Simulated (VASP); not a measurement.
Si: relaxation of the atoms with PBE

The system is Si, a slab with vacuum.

```
Si
1.0
     3.84030    0.00000    0.00000
     0.00000    5.43100    0.00000
     0.00000    0.00000   29.36119
Si
18
Direct
  0.00000 0.00000 0.23841
  0.50000 0.25000 0.23841
  0.50000 0.50000 0.30381
  0.00000 0.75000 0.30381
  0.00000 0.00000 0.36920
  0.50000 0.25000 0.36920
  0.50000 0.50000 0.43460
  0.00000 0.75000 0.43460
  0.00000 0.00000 0.50000
  0.50000 0.25000 0.50000
  0.50000 0.50000 0.56540
  0.00000 0.75000 0.56540
  0.00000 0.00000 0.63080
  0.50000 0.25000 0.63080
  0.50000 0.50000 0.69619
  0.00000 0.75000 0.69619
  0.00000 0.00000 0.76159
  0.50000 0.25000 0.76159
```

The slab is cut from a database's or a generator's crystal, which needn't be the stable form of the element.

| Item | Value |
| --- | --- |
| Program | VASP 6.6.1 |
| Task | relaxation of the atoms |
| Functional | PBE |
| Potentials or basis | VASP PAW PBE potentials, release 64 (Si) |
| Cutoff | 300 eV |
| k mesh | 6 × 4 × 1 |
| Occupations | gaussian, width 0.05 eV |
| Spin | no spin polarisation |
| Further INCAR settings | ALGO = Fast; EDIFF = 1e-06; IBRION = 2; EDIFFG = -0.005; NSW = 40 |

```json
{
 "Energy gained by relaxing": "8.4 meV/atom",
 "Ionic steps": "16",
 "Band gap on the k mesh": "none (metal or under the smearing width)"
}
```

Forces on the atoms (eV/Å):
```
Si   0.000  0.001  0.002
Si   0.000 -0.001  0.002
Si   0.000  0.002 -0.002
Si   0.000 -0.002 -0.002
Si   0.000  0.002 -0.002
Si   0.000 -0.002 -0.002
Si   0.000 -0.001 -0.001
Si   0.000  0.001 -0.001
Si   0.000  0.002  0.000
Si   0.000 -0.002  0.000
Si   0.000 -0.001  0.001
Si   0.000  0.001  0.001
Si   0.000  0.002  0.002
Si   0.000 -0.002  0.002
Si   0.000  0.002  0.002
Si   0.000 -0.002  0.002
Si   0.000  0.001 -0.002
Si   0.000 -0.001 -0.002
```

The path:
```
step  energy change (eV)  largest force (eV/Å)  pressure (GPa)
   1              0.0000                0.6528            0.35
   2             -0.0754                0.3459            0.46
   3             -0.0995                0.2741            0.59
   4             -0.1286                0.1348            0.70
   5             -0.1313                0.1820            0.75
   6             -0.1425                0.0947            0.78
   7             -0.1452                0.0991            0.81
   8             -0.1492                0.0542            0.84
   9             -0.1494                0.0601            0.85
  10             -0.1508                0.0271            0.87
  11             -0.1508                0.0247            0.87
  12             -0.1510                0.0116            0.87
  13             -0.1510                0.0104            0.87
  14             -0.1510                0.0079            0.88
  15             -0.1510                0.0061            0.88
  16             -0.1510                0.0027            0.88
```

Final structure:
```xyz
18
Lattice="3.8403 0.0000 0.0000 0.0000 5.4310 0.0000 0.0000 0.0000 29.3612" Properties=species:S:1:pos:R:3 pbc="T T T"
Si    0.0000    0.0731    7.0622
Si    1.9201    1.2847    7.0622
Si    1.9201    2.7314    8.8626
Si    3.8403    4.0573    8.8626
Si    0.0000    0.0005   10.7942
Si    1.9201    1.3573   10.7942
Si    1.9201    2.7110   12.7386
Si    0.0000    4.0778   12.7386
Si    0.0000    5.4285   14.6806
Si    1.9201    1.3602   14.6806
Si    1.9201    2.7110   16.6226
Si    0.0000    4.0778   16.6226
Si    0.0000    0.0005   18.5670
Si    1.9201    1.3573   18.5670
Si    1.9201    2.7314   20.4986
Si    0.0000    4.0573   20.4986
Si    0.0000    0.0731   22.2990
Si    1.9201    1.2847   22.2990
```

Levels at points of the mesh, in eV from the Fermi level:
```tsv
k point	band 34	band 35	band 36	band 37	band 38	band 39
(0.00, 0.00, 0.00)	-0.22	-0.06	0.10	0.66	0.80	0.87
(0.50, 0.00, 0.00)	-1.98	-0.33	-0.33	-0.24	-0.24	0.81
(0.00, 0.50, 0.00)	-1.38	-0.24	-0.21	-0.05	0.13	1.42
(0.50, 0.50, 0.00)	-1.56	-0.18	-0.18	0.08	0.08	2.07
```

Wall time 15 min on 1 thread of AMD EPYC 9R45 (Zen 5), on a shared host, peak memory 0.37 GiB.

Caveat: the cutoff is under 1.25 times the usual one of these potentials, so pressure, stress and relaxed cells hold a basis-set (Pulay) error.
